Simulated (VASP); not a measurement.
# SnO in VASP: notebook, part 2 of 2

VASP 6.6.1. The steps go on from the part before.

## (4) Single point, PBE

The input, INCAR:

```
  ALGO = Normal
  DIPOL = 0.5 0.5 0.500
  EDIFF = 1E-7
  ENCUT = 460
  GGA = PE
  IDIPOL = 3
  ISIF = 2
  ISMEAR = 0
  LASPH = T
  LCHARG = F
  LDIPOL = T
  LREAL = F
  LVACPOTAV = T
  LVHAR = T
  LWAVE = F
  NBANDS = 32
  NELM = 120
  PREC = Accurate
  SIGMA = 0.05
```

The input, KPOINTS:

```
k-points
0
Gamma
  8 8 1
```

The input, POSCAR:

```
SnO
1.0
    3.7986313300      0.0000000000      0.0000000000
   -0.5079724300      3.7645137800      0.0000000000
    0.0000000000      0.0000000000     14.7355200000
Sn O
2 2
Direct
    0.0000000000      0.0000000000      0.4083113456
    0.4410000000      0.5590000000      0.5939525717
    0.0700000000      0.5700000000      0.4988680413
    0.4300000000      0.9300000000      0.4988680413
```

Potentials or basis: VASP PAW PBE potentials, release 64 (Sn_d, O).

Command:

```bash
$ cat potpaw_PBE.64/Sn_d/POTCAR potpaw_PBE.64/O/POTCAR > POTCAR
$ mpirun -np 1 vasp_std > vasp.out
```

OUTCAR:

```text
EDIFF = 1E-7
   ENCUT = 460
   GGA = PE
   ISIF = 2
   ISMEAR = 0
   LASPH = T
   LREAL = F
   NELM = 120
   PREC = Accurate

 Found     21 irreducible k-points:

 Following reciprocal coordinates:
            Coordinates               Weight
  0.000000  0.000000  0.000000      1.000000
  0.125000  0.000000  0.000000      4.000000
  0.250000  0.000000  0.000000      4.000000
  0.375000  0.000000  0.000000      4.000000
  0.500000  0.000000  0.000000      2.000000
  0.125000  0.125000  0.000000      2.000000
   k-points           NKPTS =     21   k-points in BZ     NKDIM =     21   number of bands    NBANDS=     32
   number of dos      NEDOS =    301   number of ions     NIONS =      4
   total plane-waves  NPLWV =  84672
   dimension x,y,z NGX =    28 NGY =   28 NGZ =  108
   dimension x,y,z NGXF=    56 NGYF=   56 NGZF=  216
   ions per type =               2   2
   NGX,Y,Z   is equivalent  to a cutoff of  12.25, 12.25, 12.18 a.u.
   NGXF,Y,Z  is equivalent  to a cutoff of  24.51, 24.51, 24.37 a.u.
 SYSTEM =  unknown system
   PREC   = accura    normal or accurate (medium, high low for compatibility)
   ISTART =      0    job   : 0-new  1-cont  2-samecut
   ICHARG =      2    charge: 1-file 2-atom 10-const
   ISPIN  =      1    spin polarized calculation?
   LNONCOLLINEAR =      F non collinear calculations
   LSORBIT =      F    spin-orbit coupling
   LASPH  =      T    aspherical Exc in radial PAW
[... 54 lines left out ...]

 E-fermi :   0.6762     XC(G=0):  -4.4794

 val. band max:        0.6478395350   @ k =  -0.2500   0.2500   0.0000
 cond. band min:       0.6814011822   @ k =   0.5000   0.5000   0.0000
 fundamental gap:      0.0335616472
 Fermi energy:         0.6761718595

 k-point     1 :       0.0000    0.0000    0.0000
  band No.  band energies     occupation
      1     -22.2672      2.00000
      2     -21.9185      2.00000
      3     -21.7354      2.00000
      4     -21.7055      2.00000
      5     -21.6830      2.00000
      6     -21.6746      2.00000
[... 199 lines left out ...]
     31       9.1443      0.00000
     32       9.2198      0.00000

 [... further k-points ...]
[... 5 lines left out ...]
  --------------------------------------------------------------------------------------
  -------------------------------------------------------------------------------------
  Total        6.4974814      8.7161854     -1.0893316      8.2212548     -2.7917554      3.1937574
  in kB       49.4030916     66.2728333     -8.2826474     62.5096670    -21.2268935     24.2834841
  external PRESSURE =      35.7977591 kB  Pullay stress =       0.0000000 kB

 VOLUME and BASIS-vectors are now :
 -----------------------------------------------------------------------------
  energy-cutoff  :      460.00
  volume of cell :      210.72
      direct lattice vectors                 reciprocal lattice vectors
     3.798631330  0.000000000  0.000000000     0.263252712  0.035522548  0.000000000
    -0.507972430  3.764513780  0.000000000     0.000000000  0.265638555  0.000000000
     0.000000000  0.000000000 14.735520000     0.000000000  0.000000000  0.067863231

 POSITION                                       TOTAL-FORCE (eV/Angst)
 -----------------------------------------------------------------------------------
      0.00000      0.00000      6.01668        -0.719210      0.628680      1.414980
      1.39124      2.10436      8.75220         1.588051     -1.388156      0.744184
     -0.02364      2.14577      7.35108        -6.576755     -6.647092     -1.079582
      1.16100      3.50100      7.35108         5.707914      7.406569     -1.079582
 -----------------------------------------------------------------------------------
    total drift:                                0.000720     -0.000629      0.000952

  FREE ENERGIE OF THE ION-ELECTRON SYSTEM (eV)
  ---------------------------------------------------
  free  energy   TOTEN  =       -18.7493655406 eV

  energy  without entropy=      -18.7482310307  energy(sigma->0) =      -18.74879829

 vacuum level on the upper side and lower side of the slab         3.652         3.627
```

stdout:

```text
POSCAR found type information on POSCAR SnO
 POSCAR found :  2 types and       4 ions
 scaLAPACK will be used
 LDA part: xc-table for (Slater+PW92), standard interpolation
 POSCAR, INCAR and KPOINTS ok, starting setup
 FFT: planning ... GRIDC
 FFT: planning ... GRID_SOFT
 FFT: planning ... GRID
 WAVECAR not read
 entering main loop
 -----------------------------------------------------------------------------
|                                                                             |
|           W    W    AA    RRRRR   N    N  II  N    N   GGGG   !!!           |
|           W    W   A  A   R    R  NN   N  II  NN   N  G    G  !!!           |
|           W    W  A    A  R    R  N N  N  II  N N  N  G       !!!           |
|           W WW W  AAAAAA  RRRRR   N  N N  II  N  N N  G  GGG   !            |
|           WW  WW  A    A  R   R   N   NN  II  N   NN  G    G                |
|           W    W  A    A  R    R  N    N  II  N    N   GGGG   !!!           |
|                                                                             |
|     Did not find any points to average over, which means that no vacuum     |
|     field-free region was found. Please increase the size of  your cell     |
|     in the dimension of the dipole correction to obtain accurate            |
|     workfunction values.                                                    |
|                                                                             |
 -----------------------------------------------------------------------------
```

Run time: 1.8 min. Hardware: 1 thread of AMD EPYC 9R45 (Zen 5), shared host; peak memory 0.28 GiB.

The run converged, but some of its settings lie outside the range that counts as converged, so its numbers aren't taken as properties of the slab.

Results:

```yaml
Free_energy: -18.7494 eV
Largest_force: 9.413 eV/Å
Band_gap_on_the_k_mesh: 0.03 eV, indirect (least direct gap 0.26 eV)
Ionisation_potential_of_the_upper_face: 3.00 eV
```

Caveat: the cutoff is under 1.25 times the usual one of these potentials, so pressure, stress and relaxed cells hold a basis-set (Pulay) error; spin-orbit coupling is left out, which moves the levels of the heavy elements.
